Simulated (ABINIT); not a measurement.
Runs of ABINIT 10.8.3 (patched build) on SrVO3. It takes space group Pm-3m (No. 221, cubic). The conventional cell has a = 3.841 Å, b = 3.841 Å, c = 3.841 Å, α = 90.00°, β = 90.00°, γ = 90.00°. Around Sr (site symmetry m-3m) lie 12 O at 2.72 Å. Around V (site symmetry m-3m) lie 6 O at 1.92 Å. O (site symmetry 4/mmm) is surrounded by 2 V at 1.92 Å. 

```csv
level,potentials or basis,k mesh,gap on the mesh (eV),pressure (GPa),moment (μB)
PBEsol,JTH PAW PBE v2.0,3 × 3 × 3,none,-3.6,0.33
PBE,JTH PAW PBE v2.0,3 × 3 × 3,none,3.3,0.33
LDA,JTH PAW LDA v2.0,3 × 3 × 3,none,-9.8,(b)
LDA,JTH PAW LDA v2.0,4 × 4 × 4,none,(a),0.62
PBE,JTH PAW PBE v2.0,4 × 4 × 4,none,3.7,0.62
```

Alike in all rows: task single point; spin collinear, ferromagnetic start; cell as given; cutoff (eV) 626; smearing fermi-dirac 0.05 eV; the mesh is coarse, so values aren't converged.

**Question.** Fill in the values left out.

**Answer.** (a) -9.3; (b) 0.32.

Caveats: all runs use coarse meshes; semilocal functionals often make such compounds metallic where correlation or magnetic order opens a gap, which also shifts bond lengths; the PAW data sets were made with another functional, which shifts forces and pressure a little (some runs).

A k mesh can miss the band edges, and the runs leave out spin-orbit coupling on Sr.

A gap of «none» marks a metal or a gap under the smearing width.

Not every run made on this cell is shown here.
